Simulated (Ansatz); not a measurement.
A run of Ansatz 0.2.0 is set up as follows.

The input input.yaml:

```yaml
crystal:
  lattice:
    - [2.7513778946, 0.0, 0.0]
    - [-1.3756889473, 2.3827631521, 0.0]
    - [0.0, 0.0, 4.46229]
  atoms:
    - { symbol: Ir, position: [0.3333333333, 0.6666666667, 0.25] }
    - { symbol: Ir, position: [0.6666666667, 0.3333333333, 0.75] }
hamiltonian:
  xc: pbesol
  pseudopotentials: { kind: paw_fr }
magnetization:
  noncollinear: true
  spin_orbit: true
kpoints:
  mp_grid: { grid: [11, 11, 6] }
  band_path:
    path:
      - [[0.0, 0.0, 0.0], [0.5, 0.0, 0.0], [0.3333333333, 0.3333333333, 0.0], [0.0, 0.0, 0.0], [0.0, 0.0, 0.5], [0.5, 0.0, 0.5], [0.3333333333, 0.3333333333, 0.5], [0.0, 0.0, 0.5]]
      - [[0.5, 0.0, 0.5], [0.5, 0.0, 0.0]]
      - [[0.3333333333, 0.3333333333, 0.0], [0.3333333333, 0.3333333333, 0.5]]
    npoints: 14
scf:
  occupations: { method: fermi_dirac, width: 0.05 }
  n_extra_bands: 6
output:
  forces: true
  stress: true
  eigenvalues: true
  fatbands: false
  write_density: true
  write_potential: true
  elf: true
  volumetric_format: npy
```

Potentials or basis: Ansatz PAW.

Command:

```console
$ ansatz run input.yaml --threads 2 --pin off --max-ram 5632MiB --backend cpu --events-out ev --progress --plain --runs-dir out
```

Question: What does it give for the pressure?

Answer: -11.6 GPa.

Question: Estimate the band gap on the k mesh.

Answer: None (metal or under the smearing width).

Levels at the corners of the path, in eV from the Fermi level:
| point | band 30 | band 31 | band 32 | band 33 | band 34 | band 35 |
| --- | --- | --- | --- | --- | --- | --- |
| Γ | -2.59 | -2.32 | -2.32 | -1.88 | -1.88 | -0.97 |
| M | -2.76 | 0.68 | 0.68 | 0.70 | 0.70 | 1.26 |
| K | -2.28 | -0.30 | -0.30 | 0.23 | 0.23 | 0.32 |
| Γ | -2.59 | -2.32 | -2.32 | -1.88 | -1.88 | -0.97 |
| A | -3.43 | -3.43 | -3.43 | -0.53 | -0.53 | -0.53 |
| L | -1.00 | -1.00 | -1.00 | 0.89 | 0.89 | 0.89 |
| H | -2.66 | -1.92 | -1.92 | 0.22 | 0.22 | 0.38 |
| A | -3.43 | -3.43 | -3.43 | -0.53 | -0.53 | -0.53 |
| L | -1.00 | -1.00 | -1.00 | 0.89 | 0.89 | 0.89 |
| M | -2.76 | 0.68 | 0.68 | 0.70 | 0.70 | 1.26 |
| K | -2.28 | -0.30 | -0.30 | 0.23 | 0.23 | 0.32 |
| H | -2.66 | -1.92 | -1.92 | 0.22 | 0.22 | 0.38 |

Caveat: the PAW data sets come from PBE, with cores solved anew for the run's functional, which leaves a small shift of forces and pressure.
